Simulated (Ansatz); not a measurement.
**Bands of Zr**

```
Zr
1.0
     0.00000    3.13865    3.13865
     3.13865    0.00000    3.13865
     3.13865    3.13865    0.00000
Zr
2
Cartesian
  0.0000 0.0000 0.0000
  1.5693 1.5693 1.5693
```

Atoms are numbered in the order listed.

The conventional cell has a = 6.277 Å, b = 6.277 Å, c = 6.277 Å, α = 90.00°, β = 90.00°, γ = 90.00°. Zr (atom 1) is surrounded by 4 Zr at 2.72 Å.

The cell was built from the diamond type and relaxed in the same program, and has space group Fd-3m; it needn't be a known or the stable phase.

These are results of DFT, PBE, all-electron LAPW, scalar-relativistic in Ansatz 0.2.0, not measurements.

Sampling and basis: a Γ-centred 10×10×10 k mesh, Fermi–Dirac smearing of 0.05 eV, basis error target 0.25 meV/atom, no spin polarisation.

Points in fractions of the reciprocal vectors of this cell: Γ (0, 0, 0), X (0.5, 0, 0.5), U (0.625, 0.25, 0.625), K (0.375, 0.375, 0.75), L (0.5, 0.5, 0.5), W (0.5, 0.25, 0.75). The path joins them by straight lines in the order Γ–X–U–K–Γ–L–W–X; legs that retrace an earlier one aren't tabulated. Energies are in eV from the Fermi level.

Question: List the levels at Γ between -14 and 2 eV.

Answer: -4.06, -0.82 (×2), 0.00 (×3).

Question: List the levels at W between -14 and 2 eV.

Answer: -1.81 (×2), -0.04 (×2), 0.85 (×2), 1.08 (×2).

Question: List the levels at K between -14 and 2 eV.

Answer: -1.92, -1.47, -0.51, -0.20, 0.36, 1.21, 1.39, 1.62.

Question: What is the band gap?

Answer: None at this level of theory (metallic, semimetallic, or a small gap that the functional closes).
